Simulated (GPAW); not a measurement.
## CaO (Fm-3m): G0W0 with GPAW, start to end

How does a plane-wave GW calculation on CaO (Fm-3m) run from the first input to the gap?

Main program and level: GPAW 26.7.0; PBE and many-body steps on it, plane waves.

## Step 1: Set-up

It takes space group Fm-3m (No. 225, cubic). Conventional cell: a = 4.807 Å, b = 4.807 Å, c = 4.807 Å, α = 90.00°, β = 90.00°, γ = 90.00°. Nearest to Ca lie 6 O at 2.40 Å. Nearest to O lie 6 Ca at 2.40 Å. Farther neighbours and most contacts between anions are not listed.

The cell and positions are those that the Materials Project relaxed with its own functionals (PBE, PBE+U or r2SCAN), kept fixed.

## Step 2: Ground state

This step: GPAW 26.7.0; DFT, PBE, plane waves, PAW.

The ground-state density comes first.

The input, run.py:

```python
import json
import numpy as np
from gpaw.mpi import world
from ase import Atoms
from gpaw import GPAW, PW, FermiDirac

atoms = Atoms(['Ca', 'O'],
    cell=[[0.0000000000, 2.4035556960, 2.4035556960],
      [2.4035556960, 0.0000000000, 2.4035556960],
      [2.4035556960, 2.4035556960, 0.0000000000]],
    scaled_positions=[[0.0000000000, 0.0000000000, 0.0000000000],
      [0.5000000000, 0.5000000000, 0.5000000000]],
    pbc=(True, True, True))
calc = GPAW(mode=PW(600),
    xc='PBE',
    kpts={'size': (8, 8, 8), 'gamma': True},
    occupations=FermiDirac(0.001),
    nbands=-7,
    convergence={'density': 1e-6, 'bands': -3},
    maxiter=100,
    txt='gs.txt')
atoms.calc = calc
res = {'energy': atoms.get_potential_energy()}
kpts = calc.get_ibz_k_points()
res['kpts'] = kpts
res['eigenvalues'] = [calc.get_eigenvalues(kpt=k) for k in range(len(kpts))]
res['n_electrons'] = calc.get_number_of_electrons()
calc.write('gs.gpw')

if world.rank == 0:
    with open('result.json', 'w') as f:
        json.dump(res, f, default=lambda x: x.tolist())
```

On the command line:

```console
$ mpirun -n 4 gpaw python run.py
```

Output:

```text
__  _  _
 | _ |_)|_||  |
 |__||  | ||/\| - 26.7.0

Input parameters:
  mode=PW(ecut=600.0),
  convergence={'density': 1e-06, 'bands': -3},
  kpts=MonkhorstPack(size=(8, 8, 8), gamma=True),
  maxiter=100,
  nbands=-7,
  occupations=Occupations(name='fermi-dirac', width=0.001, fixmagmom=False),
  xc=XC(name='PBE')
  [... matrices ...]
Diagonalizing LCAO Hamiltonian
Converting LCAO to pw mode

               O

       Ca

Atoms  # Å, Bohr magnetons
|   | symbol |        x |        y |        z |    initial magnetic moments |
| 0 |     Ca | 0.000000 | 0.000000 | 0.000000 | ( 0.0000,  0.0000,  0.0000) |
| 1 |      O | 2.403556 | 2.403556 | 2.403556 | ( 0.0000,  0.0000,  0.0000) |

Unit cell  # Å
| periodic |        x |        y |        z |  lengths |    angles |
|      yes | 0.000000 | 2.403556 | 2.403556 | 3.399141 | 60.000000 |
|      yes | 2.403556 | 0.000000 | 2.403556 | 3.399141 | 60.000000 |
|      yes | 2.403556 | 2.403556 | 0.000000 | 3.399141 | 60.000000 |

Number of symmetries: 48
Symmetry operations  # r_c * U_cc + t_c -> r_c
|    | kind |            matrix            |
|  0 |  σ   |  1, 0, 0,  1, 0,-1,  1,-1, 0 |
|  1 |  C2  |  1, 0, 0,  1,-1, 0,  1, 0,-1 |
|  2 |  E   |  1, 0, 0,  0, 1, 0,  0, 0, 1 |
|  3 |  σ   |  1, 0, 0,  0, 0, 1,  0, 1, 0 |
|  4 |  C4  |  1, 0,-1,  1, 0, 0,  1,-1, 0 |
|  5 |  S6  |  1, 0,-1,  1,-1, 0,  1, 0, 0 |
|  6 |  σ   |  1, 0,-1,  0, 1,-1,  0, 0,-1 |
|  7 |  C3  |  1, 0,-1,  0, 0,-1,  0, 1,-1 |
|  8 |  S6  |  1,-1, 0,  1, 0, 0,  1, 0,-1 |
|  9 |  C4  |  1,-1, 0,  1, 0,-1,  1, 0, 0 |
| 10 |  C3  |  1,-1, 0,  0,-1, 1,  0,-1, 0 |
| 11 |  σ   |  1,-1, 0,  0,-1, 0,  0,-1, 1 |
| 12 |  σ   |  0, 1, 0,  1, 0, 0,  0, 0, 1 |
| 13 |  C4  |  0, 1, 0,  0, 1,-1, -1, 1, 0 |
| 14 |  C3  |  0, 1, 0,  0, 0, 1,  1, 0, 0 |
| 15 |  S6  |  0, 1, 0, -1, 1, 0,  0, 1,-1 |
| 16 |  C2  |  0, 1,-1,  1, 0,-1,  0, 0,-1 |
| 17 |  σ   |  0, 1,-1,  0, 1, 0, -1, 1, 0 |
| 18 |  S4  |  0, 1,-1,  0, 0,-1,  1, 0,-1 |
| 19 |  C4  |  0, 1,-1, -1, 1, 0,  0, 1, 0 |
| 20 |  C3  |  0, 0, 1,  1, 0, 0,  0, 1, 0 |
| 21 |  σ   |  0, 0, 1,  0, 1, 0,  1, 0, 0 |
| 22 |  S6  |  0, 0, 1,  0,-1, 1, -1, 0, 1 |
| 23 |  C4  |  0, 0, 1, -1, 0, 1,  0,-1, 1 |
| 24 |  S4  |  0, 0,-1,  1, 0,-1,  0, 1,-1 |
| 25 |  C3  |  0, 0,-1,  0, 1,-1,  1, 0,-1 |
| 26 |  C2  |  0, 0,-1,  0,-1, 0, -1, 0, 0 |
| 27 |  S6  |  0, 0,-1, -1, 0, 0,  0,-1, 0 |
| 28 |  S4  |  0,-1, 1,  1,-1, 0,  0,-1, 0 |
| 29 |  C4  |  0,-1, 1,  0, 0, 1, -1, 0, 1 |
| 30 |  C2  |  0,-1, 1,  0,-1, 0,  1,-1, 0 |
| 31 |  σ   |  0,-1, 1, -1, 0, 1,  0, 0, 1 |
| 32 |  C3  |  0,-1, 0,  1,-1, 0,  0,-1, 1 |
| 33 |  S6  |  0,-1, 0,  0, 0,-1, -1, 0, 0 |
| 34 |  S4  |  0,-1, 0,  0,-1, 1,  1,-1, 0 |
| 35 |  C2  |  0,-1, 0, -1, 0, 0,  0, 0,-1 |
| 36 |  C2  | -1, 1, 0,  0, 1, 0,  0, 1,-1 |
| 37 |  S6  | -1, 1, 0,  0, 1,-1,  0, 1, 0 |
| 38 |  S4  | -1, 1, 0, -1, 0, 1, -1, 0, 0 |
| 39 |  C3  | -1, 1, 0, -1, 0, 0, -1, 0, 1 |
| 40 |  S6  | -1, 0, 1,  0, 0, 1,  0,-1, 1 |
| 41 |  C2  | -1, 0, 1,  0,-1, 1,  0, 0, 1 |
| 42 |  C3  | -1, 0, 1, -1, 1, 0, -1, 0, 0 |
| 43 |  S4  | -1, 0, 1, -1, 0, 0, -1, 1, 0 |
| 44 |  C2  | -1, 0, 0,  0, 0,-1,  0,-1, 0 |
| 45 |  i   | -1, 0, 0,  0,-1, 0,  0, 0,-1 |
| 46 |  σ   | -1, 0, 0, -1, 1, 0, -1, 0, 1 |
| 47 |  C2  | -1, 0, 0, -1, 0, 1, -1, 1, 0 |

BZ-sampling:
  Number of BZ points: 512
  Number of IBZ points: 29

  Monkhorst-Pack size: [8, 8, 8]
  Monkhorst-Pack shift: [0.0625, 0.0625, 0.0625]

K-points  # in reciprocal-cell coordinates
|     |                                coordinates |     weight |
|   0 | (  0.00000000,   0.00000000,   0.00000000) | 0.00195312 |
|   1 | (  0.12500000,   0.12500000,   0.00000000) | 0.01171875 |
|   2 | (  0.12500000,   0.12500000,   0.12500000) | 0.01562500 |
|   3 | (  0.25000000,   0.12500000,   0.12500000) | 0.02343750 |
|   4 | (  0.25000000,   0.25000000,   0.00000000) | 0.01171875 |
|   5 | (  0.25000000,   0.25000000,   0.12500000) | 0.04687500 |
|   6 | (  0.25000000,   0.25000000,   0.25000000) | 0.01562500 |
|   7 | (  0.37500000,   0.25000000,  -0.37500000) | 0.04687500 |
|   8 | (  0.37500000,   0.25000000,   0.12500000) | 0.04687500 |
|   9 | (  0.37500000,   0.25000000,   0.25000000) | 0.04687500 |
| ... |                                            |            |
|  28 | (  0.50000000,   0.50000000,   0.50000000) | 0.00781250 |

Plane wave coefficients: 941
Cutoff: 600.0 eV

Spin-components: 1 (collinear spins)
Bands:           15
Projectors:      10
Spin-degeneracy: 2
Datatype:        complex128

  Storage: CPU
  Wave functions: 6_549_360 bytes (1_637_340 per core)
  Projectors: 9_169_104 bytes (2_292_276 per core)
  [... matrices ...]
Parallelization:
  kpt:    4
  domain: 1
  band:   1

Density:
  Valence electrons: 16.0
  Components: 1
  Grid points: [20 20 20]
  Charge: 0.0  # |e|

Potential:
  Grid points: [20 20 20]

species:
  Ca:
    name:    Calcium
    Z:       20.0
    valence: 10
    core:    10
    charge:  0.0  # [|e|]
    compensation charges:
      type: gauss
      rc: 0.37  # [Å]
      lmax: 2
    cutoffs:
      filter: 2.10  # [Å]
      core: 1.17  # [Å]
    projectors
    | kind |    occ | energy [eV] | rcut [Å] |
    |   3s |  2.000 |     -47.086 |    1.175 |
    |   4s |  2.000 |      -3.766 |    1.175 |
    |   3p |  6.000 |     -28.008 |    1.154 |
    |    p |        |      -0.797 |    1.154 |
    |    d |        |       0.000 |    0.937 |

    Using partial waves for Ca as LCAO basis

  O:
    name:    Oxygen
    Z:       8.0
    valence: 6
    core:    2
    charge:  0.0  # [|e|]
    compensation charges:
      type: gauss
      rc: 0.21  # [Å]
      lmax: 2
    cutoffs:
      filter: 1.17  # [Å]
      core: 0.83  # [Å]
    projectors
    | kind |    occ | energy [eV] | rcut [Å] |
    |   2s |  2.000 |     -23.961 |    0.688 |
    |   2p |  4.000 |      -9.029 |    0.598 |
    |    s |        |       3.251 |    0.688 |
    |    p |        |      18.182 |    0.598 |
    |    d |        |       0.000 |    0.619 |

    Using partial waves for O as LCAO basis

Reference energy: -20551.721533  # eV

eigensolver:
  PPCG
  Converge bands: -3
  niter=2

density mixing:
  MSR1-Mixer
  Pratt-step length: 0.05
  Maximum mixing coefficient: 0.75
  Old densities: 10
  SVD Regularization: 0.005
  Good broyden scale: 1.0
  Trust region scale: 1.0
  Backstep threshold: 4.0
  History deletion threshold: 6.0
  Fourier metric: weight=20.0, sigma=0.015

occupation numbers:
  Fermi-Dirac:
    width: 0.0010  # eV

poisson solver:
  ecut: 4800.0  # eV

xc functional:
  name: PBE with 2 nearest neighbor stencil

Initialization done in: 1.549 s

convergence criteria:
- Maximum integral of absolute [dens]ity change: 1e-06 electrons / valence electron
- Maximum [total energy] change in last 3 cyles: 0.0005 eV / valence electron
- Maximum integral of absolute [eigenst]ate change: 4e-08 eV^2 / valence electron
maximum number of iterations: 100

SCF iterations
|iter     |     time |      energy | eigst |  dens |
|iter:   1|  |  -14.182756 | +2.66 |       |
|iter:   2|  |  -13.820144 | +1.01 | -0.96 |
|iter:   3|  |  -13.015859 | +0.06 | -1.02 |
|iter:   4|  |  -13.016872 | -1.92 | -1.48 |
|iter:   5|  |  -13.027417 | -2.48 | -1.71 |
|iter:   6|  |  -13.027452 | -4.59 | -2.83 |
|iter:   7|  |  -13.027495c| -5.39 | -3.16 |
|iter:   8|  |  -13.027496c| -6.46 | -3.87 |
|iter:   9|  |  -13.027496c| -7.58c| -4.77 |
|iter:  10|  |  -13.027496c| -7.71c| -5.17 |
|iter:  11|  |  -13.027496c| -8.68c| -6.28c|

Converged in 11 steps
SCF loop duration: 1.241 s (0.113 s/step)
Energy contributions relative to reference atoms: (reference = -20551.721533)
  [... matrices ...]
Energy contributions:
  Kinetic:          13.909507
  Coulomb:         -11.080529
  Zero:             -0.487661
  External:          0.000000
  Xc:              -15.368813
  Entropy:          -0.000000
  Spinorbit:         0.000000
  ----------------------------
  Free energy:     -13.027496
  Extrapolated:    -13.027496

dipole moment: (-15.838464, -15.838464, -15.838464)  # |e|*Ang

Fermi level: 5.815
Eigenvalues  # (at kpt = [0.000, 0.000, 0.000])
| band index |      eig [eV] | occ [0-2] |
|          0 |       -32.850 |     2.000 |
|          1 |       -13.645 |     2.000 |
|          2 |       -13.645 |     2.000 |
|          3 |       -13.645 |     2.000 |
|          4 |       -10.720 |     2.000 |
|          5 |         4.774 |     2.000 |
|          6 |         4.774 |     2.000 |
|          7 |         4.774 |     2.000 |
|          8 |         9.507 |     0.000 |
|          9 |        11.013 |     0.000 |
|         10 |        11.013 |     0.000 |
|         11 |        11.013 |     0.000 |
|         12 |        12.477 |     0.000 |
|         13 |        12.477 |     0.000 |
|         14 |        19.776 |     0.000 |

Gap: 3.693 eV
Transition (v -> c):
  (s=0, k=0, n=7, [0.00, 0.00, 0.00]) -> (s=0, k=24, n=8, [0.50, 0.50, 0.00])
Direct/indirect transitions are different
Direct gap: 4.066 eV
Transition at: (s=0, k=24, n=7, [0.50, 0.50, 0.00])
# Writing to gs.gpw (mode='')
  [... matrices ...]
```

Wall time 4.5 s (4 MPI ranks of Intel Xeon 6975P-C (Granite Rapids), shared host); peak memory 0.62 GiB; 17 s of CPU time.

Numbers from this step:

```
total energy               : -13.03 eV
gap                        : 3.693 eV
k of the valence top       : 0, 0, 0
k of the conduction bottom : 0.5, 0.5, 0
least direct gap           : 4.066 eV
```

The gap is indirect, with the least direct gap 0.37 eV higher.

## Step 3: Bands along the symmetry lines

The cheap functional maps the bands first; the places of the edges decide which points the dearer methods must see.

The input, run.py:

```python
import json
import numpy as np
from gpaw.mpi import world
from gpaw import GPAW

path = [[0.000000, 0.000000, 0.000000],
    [0.062500, 0.000000, 0.062500],
    [0.125000, 0.000000, 0.125000],
    [0.187500, 0.000000, 0.187500],
    [0.250000, 0.000000, 0.250000],
    [0.312500, 0.000000, 0.312500],
    [0.375000, 0.000000, 0.375000],
    [0.437500, 0.000000, 0.437500],
    [0.500000, 0.000000, 0.500000],
    [0.515625, 0.031250, 0.515625],
    [0.531250, 0.062500, 0.531250],
    [0.546875, 0.093750, 0.546875],
    [0.562500, 0.125000, 0.562500],
    [0.578125, 0.156250, 0.578125],
    [0.593750, 0.187500, 0.593750],
    [0.609375, 0.218750, 0.609375],
    [0.625000, 0.250000, 0.625000],
    [0.375000, 0.375000, 0.750000],
    [0.328125, 0.328125, 0.656250],
    [0.281250, 0.281250, 0.562500],
    [0.234375, 0.234375, 0.468750],
    [0.187500, 0.187500, 0.375000],
    [0.140625, 0.140625, 0.281250],
    [0.093750, 0.093750, 0.187500],
    [0.046875, 0.046875, 0.093750],
    [0.000000, 0.000000, 0.000000],
    [0.062500, 0.062500, 0.062500],
    [0.125000, 0.125000, 0.125000],
    [0.187500, 0.187500, 0.187500],
    [0.250000, 0.250000, 0.250000],
    [0.312500, 0.312500, 0.312500],
    [0.375000, 0.375000, 0.375000],
    [0.437500, 0.437500, 0.437500],
    [0.500000, 0.500000, 0.500000],
    [0.500000, 0.468750, 0.531250],
    [0.500000, 0.437500, 0.562500],
    [0.500000, 0.406250, 0.593750],
    [0.500000, 0.375000, 0.625000],
    [0.500000, 0.343750, 0.656250],
    [0.500000, 0.312500, 0.687500],
    [0.500000, 0.281250, 0.718750],
    [0.500000, 0.250000, 0.750000],
    [0.500000, 0.218750, 0.718750],
    [0.500000, 0.187500, 0.687500],
    [0.500000, 0.156250, 0.656250],
    [0.500000, 0.125000, 0.625000],
    [0.500000, 0.093750, 0.593750],
    [0.500000, 0.062500, 0.562500],
    [0.500000, 0.031250, 0.531250],
    [0.500000, 0.000000, 0.500000]]
calc = GPAW('gs.gpw').fixed_density(kpts=path,
    symmetry='off',
    nbands=18,
    convergence={'bands': 14},
    txt='bands.txt')
res = {}
kpts = calc.get_ibz_k_points()
res['kpts'] = kpts
res['eigenvalues'] = [calc.get_eigenvalues(kpt=k) for k in range(len(kpts))]
res['n_electrons'] = calc.get_number_of_electrons()

if world.rank == 0:
    with open('result.json', 'w') as f:
        json.dump(res, f, default=lambda x: x.tolist())
```

On the command line:

```console
$ mpirun -n 4 gpaw python run.py
```

Output:

```text
Diagonalizing LCAO Hamiltonian
Converting LCAO to pw mode
convergence criteria:
- Maximum integral of absolute [eigenst]ate change: 4e-08 eV^2 / valence electron
maximum number of iterations: 100

SCF iterations
|iter     |     time |      energy | eigst |  dens |
|iter:   1|  |             | +2.81 |       |
|iter:   2|  |             | +1.47 |       |
|iter:   3|  |             | -0.55 |       |
|iter:   4|  |             | -2.80 |       |
|iter:   5|  |             | -4.97 |       |
|iter:   6|  |             | -6.92 |       |
|iter:   7|  |             | -8.08c|       |
SCF steps: 7
  __  _  _
 | _ |_)|_||  |
 |__||  | ||/\| - 26.7.0

Input parameters:
  mode=PW(ecut=600.0),
  convergence={'bands': 14},
  gpts=array([20, 20, 20]),
  kpts=KPoints(kpts=array([[0.      , 0.      , 0.      ],
         [0.0625  , 0.      , 0.0625  ],
         [0.125   , 0.      , 0.125   ],
         [0.1875  , 0.      , 0.1875  ],
[...]
[0.515625, 0.03125 , 0.515625],
[...]
[0.546875, 0.09375 , 0.546875],
[...]
[0.578125, 0.15625 , 0.578125],
[...]
[0.609375, 0.21875 , 0.609375],
[...]
[0.328125, 0.328125, 0.65625 ],
[...]
[0.234375, 0.234375, 0.46875 ],
[...]
[0.140625, 0.140625, 0.28125 ],
[...]
[0.046875, 0.046875, 0.09375 ],
[...]
[0.5     , 0.0625  , 0.5625  ],
         [0.5     , 0.03125 , 0.53125 ],
         [0.5     , 0.      , 0.5     ]])),
  maxiter=100,
  nbands=18,
  occupations=Occupations(name='fermi-dirac', width=0.001, fixmagmom=False),
  parallel={},
  symmetry=Symmetry(point_group=False, time_reversal=False),
  xc=XC(name='PBE')
  [... matrices ...]
timing:  # [seconds]
  Total: 0.032  # ━━━━━━━━━━━━━━━━━━━━━━━━━━━━━━━━━━━━━━━━━━━━━━━━━━━━━━━━━━━
```

Wall time 4.6 s (4 MPI ranks); peak memory 0.65 GiB.

This step gave:

```yaml
gap: 3.693 eV
k_of_the_valence_top: 0, 0, 0
k_of_the_conduction_bottom: 0.5, 0, 0.5
least_direct_gap: 4.066 eV
```

The gap is 3.693 eV, as in the run before at this level.

Electronic bands along the path, in eV, zero at the top of the highest filled band; v1 is the highest filled band, c1 the lowest empty one:

```csv
point,v4,v3,v2,v1,c1,c2,c3,c4
Γ,-15.49,0.00,0.00,0.00,4.73,6.24,6.24,6.24
halfway,-14.97,-1.66,-0.29,-0.29,4.74,6.62,8.04,8.04
X,-15.25,-1.31,-0.37,-0.37,3.69,8.02,8.84,9.47
halfway,-15.14,-1.29,-0.69,-0.50,4.12,8.21,8.90,9.09
U,-14.89,-1.32,-1.21,-0.77,5.16,7.98,8.53,8.99
jump to K,-14.89,-1.32,-1.21,-0.77,5.16,7.98,8.53,8.99
halfway,-14.73,-1.79,-0.91,-0.55,6.12,7.04,7.20,8.02
Γ,-15.49,0.00,0.00,0.00,4.73,6.24,6.24,6.24
halfway,-14.83,-1.52,-0.64,-0.64,6.26,6.87,7.17,7.17
L,-14.31,-2.61,-1.16,-1.16,7.06,8.32,8.32,8.49
halfway,-14.59,-2.03,-1.11,-1.03,6.75,6.83,8.71,8.90
W,-14.87,-1.26,-1.05,-1.05,6.32,6.32,8.35,9.47
halfway,-15.06,-1.26,-0.84,-0.66,4.51,8.24,8.28,9.35
X,-15.25,-1.31,-0.37,-0.37,3.69,8.02,8.84,9.47
```

The electronic bands as a text plot (rows in eV, shown from -8.0 to 7.7 only):

```
    7.4 |+   +  +++        +  +++++   ++    +++  +  ++      +
    6.7 |  ++ ++            ++  ++++++   ++++++++ +++++++  +
    6.1 |++  +             +  +++++++++++++++            +++
    5.4 |  +++            +        ++    ++                 +
    4.8 |++   ++         +           ++++                    +
    4.1 |       +++   +++                                     ++
    3.5 |          +++                                          +
    2.8 |
    2.1 |
    1.5 |
    0.8 |
    0.2 |****                        ****
   -0.5 | *  **************   ********   ****                ****
   -1.1 |  ***     ****************        * ********************
   -1.8 |     *****        ******           ***       ***
   -2.4 |                                      *******
   -3.1 |
   -3.7 |
   -4.4 |
   -5.1 |
   -5.7 |
   -6.4 |
   -7.0 |
   -7.7 |
         Γ           X  U|K            Γ         L        W     X
```

## Step 4: Empty states on the mesh, 6×6×6 mesh, 155 bands

The sums over transitions need many empty states on a uniform mesh; this step solves for them.

The input, run.py:

```python
import json
import numpy as np
from gpaw.mpi import world
from gpaw import GPAW

calc = GPAW('gs.gpw').fixed_density(kpts={'size': (6, 6, 6), 'gamma': True},
    parallel={'domain': 1, 'band': 1},
    txt='nscf.txt')
calc.diagonalize_full_hamiltonian(nbands=155)
calc.write('full.gpw', mode='all')
res = {}
kpts = calc.get_ibz_k_points()
res['kpts'] = kpts
res['eigenvalues'] = [calc.get_eigenvalues(kpt=k) for k in range(len(kpts))]
res['n_electrons'] = calc.get_number_of_electrons()

if world.rank == 0:
    with open('result.json', 'w') as f:
        json.dump(res, f, default=lambda x: x.tolist())
```

On the command line:

```console
$ mpirun -n 4 gpaw python run.py
```

Output:

```text
Diagonalizing LCAO Hamiltonian
Converting LCAO to pw mode
convergence criteria:
- Maximum integral of absolute [eigenst]ate change: 4e-08 eV^2 / valence electron
maximum number of iterations: 100

SCF iterations
|iter     |     time |      energy | eigst |  dens |
|iter:   1|  |             | +2.49 |       |
|iter:   2|  |             | +1.04 |       |
|iter:   3|  |             | +0.04 |       |
[...]
|iter:   8|  |             | -6.15 |       |
|iter:   9|  |             | -7.31 |       |
|iter:  10|  |             | -8.25c|       |
SCF steps: 10
  __  _  _
 | _ |_)|_||  |
 |__||  | ||/\| - 26.7.0

Input parameters:
  mode=PW(ecut=600.0),
  convergence={'density': 1e-06, 'bands': -3},
  gpts=array([20, 20, 20]),
  kpts=MonkhorstPack(size=(6, 6, 6), gamma=True),
  maxiter=100,
  nbands=15,
  occupations=Occupations(name='fermi-dirac', width=0.001, fixmagmom=False),
  parallel={'domain': 1, 'band': 1},
  xc=XC(name='PBE')
Matrix size: 941x941
# Writing to full.gpw (mode='all')
  [... matrices ...]

timing:  # [seconds]
  Total: 1.936  # ━━━━━━━━━━━━━━━━━━━━━━━━━━━━━━━━━━━━━━━━━━━━━━━━━━━━━━━━━━━
```

Wall time 5.6 s (4 MPI ranks); peak memory 0.92 GiB.

Numbers from this step:

```
gap                                                           : 3.693 eV
k of the valence top                                          : 0, 0, 0
k of the conduction bottom                                    : 0.5, 0.5, 0
least direct gap                                              : 4.066 eV
k points computed                                             : 16
lowest point of the top converged band, above the valence top : 163.1711 eV
```

On this mesh the gap is 3.693 eV.

[end of part 1 of 2]

[Paths, hosts, dates, memory and timing lines, banners, echoed tables and standing remarks are left out of the program output.]

[Logs are printed without paths, hosts, clocks, repeated set-up lines and the standing remarks that a program may print on its own settings, such as how far it seeks lower states.]

[Runs of the session that timed out or met a known fault of the program may be left out.]

[Hosts, paths, dates, database ids (printed as entryN), source tags and the programs' standing remarks are cut or masked in the printed files.]
